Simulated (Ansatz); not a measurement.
Runs of Ansatz 0.2.0 on Ca. Symmetry: Fm-3m, No. 225, cubic system. Conventional cell: a = 5.588 Å, b = 5.588 Å, c = 5.588 Å, α = 90.00°, β = 90.00°, γ = 90.00°. Around Ca (site symmetry m-3m) lie 12 Ca at 3.95 Å. 

| task | level | potentials or basis | cell | cutoff (eV) | smearing | basis error allowed | pressure (GPa) |
| --- | --- | --- | --- | --- | --- | --- | --- |
| band structure | PBEsol | all-electron LAPW, scalar-relativistic | as given | 79 | fermi-dirac 0.05 eV | 0.001 eV/atom | -1.2 |
| band structure | PBEsol | all-electron PAW datasets made for the crystal | as given | 200 | fermi-dirac 0.05 eV | - | -1.2 |
| band structure | PBEsol | all-electron LAPW, inner shells corrected to Dirac's equation | as given | 79 | fermi-dirac 0.05 eV | 0.001 eV/atom | -1.2 |
| band structure | PBEsol | all-electron LAPW, non-relativistic | as given | 79 | fermi-dirac 0.05 eV | 0.001 eV/atom | -1.2 |
| band structure | BLYP | all-electron LAPW, scalar-relativistic | cell strained at random at fixed volume | 82 | methfessel-paxton 0.2 eV | 0.001 eV/atom | -0.4 |
| single point | LDA | all-electron LAPW, scalar-relativistic | volume scaled by 0.96 | 83 | methfessel-paxton 0.2 eV | 0.001 eV/atom | (a) |

Alike in all rows: no spin polarisation; k mesh 8 × 8 × 8.

Task: Estimate the missing entries.

Result: (a) -1.6.
